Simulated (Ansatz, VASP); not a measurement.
# HfO2 in VASP and in Ansatz

File INCAR:

```
SYSTEM = HfO2
PREC     = Accurate       ! precision mode
ENCUT    = 520            ! plane-wave cutoff, eV
EDIFF    = 1E-6           ! SCF threshold, eV
ISMEAR   = 0              ! smearing method
SIGMA    = 0.05           ! smearing width, eV
LREAL    = .False.        ! projectors in reciprocal space
LASPH    = .True.         ! aspherical terms in the spheres
NELM     = 60             ! most SCF steps
ALGO     = Normal         ! electronic algorithm
ISIF     = 2              ! what is computed and relaxed
LWAVE    = .False.        ! write WAVECAR
LCHARG   = .False.        ! write CHGCAR
GGA      = PS             ! functional
NBANDS   = 18             ! bands
```

The input KPOINTS:

```
regular mesh
0
Gamma
  8 8 8
  0 0 0
```

The input POSCAR:

```
HfO2
1.0
    0.0000000000      2.4885238992      2.5220673956
    2.4211846998      0.0000000000      2.5220673956
    2.4211846998      2.4885238992      0.0000000000
Hf O
1 2
Direct
    0.0000000000      0.0000000000      0.0000000000
    0.2500000000      0.2500000000      0.2500000000
    0.7500000000      0.7500000000      0.7500000000
```

Input for Ansatz:

```yaml
crystal:
  lattice:
    - [0.0, 2.4885238992, 2.5220673956]
    - [2.4211846998, 0.0, 2.5220673956]
    - [2.4211846998, 2.4885238992, 0.0]
  atoms:
    - { symbol: Hf, position: [0.0, 0.0, 0.0] }
    - { symbol: O, position: [0.25, 0.25, 0.25] }
    - { symbol: O, position: [0.75, 0.75, 0.75] }
basis:
  ecutwfc: 520.0
kpoints:
  mp_grid: { grid: [8, 8, 8] }
hamiltonian:
  xc: pbesol
  pseudopotentials: { kind: paw, azcp: { folder: soft_1 } }
scf:
  occupations: { method: gaussian, width: 0.05 }
output:
  forces: true
  stress: true
  eigenvalues: true
  write_density: true
  write_potential: true
  elf: true
  volumetric_format: npy
```

Change from the starting cell: normal strain along x -0.0400, normal strain along y -0.0133.

Alike in both runs: task single point; functional PBEsol; k mesh 8 × 8 × 8; occupations gaussian, width 0.05 eV; no spin polarisation.

|  | VASP | Ansatz |
| --- | --- | --- |
| version | VASP 6.6.1 | Ansatz 0.2.0 |
| potentials or method | VASP PAW PBE potentials, release 64 (Hf_pv, O) | scalar-relativistic, plane waves, PAW |
| plane-wave cutoff (eV) | 520 | 520 |
| valence electrons in the cell | 22 | 38 |

Ansatz gave:

| Quantity | Value |
| --- | --- |
| gap on the k mesh at the Fermi level (eV) | 3.39 |
| least direct gap on the mesh (eV) | 3.52 |
| pressure (GPa) | 16.2 |
| largest component of the traceless stress (GPa) | 11.40 |

Task: What did VASP give for the same quantities?

Result: gap on the k mesh at the Fermi level (eV): 3.41; least direct gap on the mesh (eV): 3.55; pressure (GPa): 11.9; largest component of the traceless stress (GPa): 11.63.

One of these differences is far larger than is usual between the two programs; its cause wasn't traced. The two sets of potentials don't hold the same shells in valence. Ansatz warned: «pseudo_functional_mismatch».

Caveats: the PAW data sets were made with another functional, which shifts forces and pressure a little (VASP); spin-orbit coupling is left out, which moves the levels of the heavy elements. A k mesh can miss the band edges.
